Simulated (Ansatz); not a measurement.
Mg (space group P6_3/mmc) relaxed with several functionals in Ansatz (plane waves to 420 eV, scalar-relativistic PAW, no spin-orbit coupling, symmetry kept). The database cell has 22.55 Å³/atom; its temperature or method isn't stated, so the comparison with it is no error of the functional. No moments.

| functional | conventional cell | V (Å³/atom) | against the database cell (%) | gap on mesh (eV) | largest moment (μB) |
| --- | --- | --- | --- | --- | --- |
| PBE | a = 3.210 Å, b = 3.210 Å, c = 10.319 Å, α = 90.00°, β = 90.00°, γ = 120.00° | 23.02 | 2.1 | 0.00 | 0.00 |
| LDA | a = 3.146 Å, b = 3.146 Å, c = 10.109 Å, α = 90.00°, β = 90.00°, γ = 120.00° | 21.66 | -3.9 | 0.00 | 0.00 |
| PBE+D3(BJ) | a = 3.150 Å, b = 3.150 Å, c = 10.131 Å, α = 90.00°, β = 90.00°, γ = 120.00° | 21.76 | -3.5 | 0.00 | 0.00 |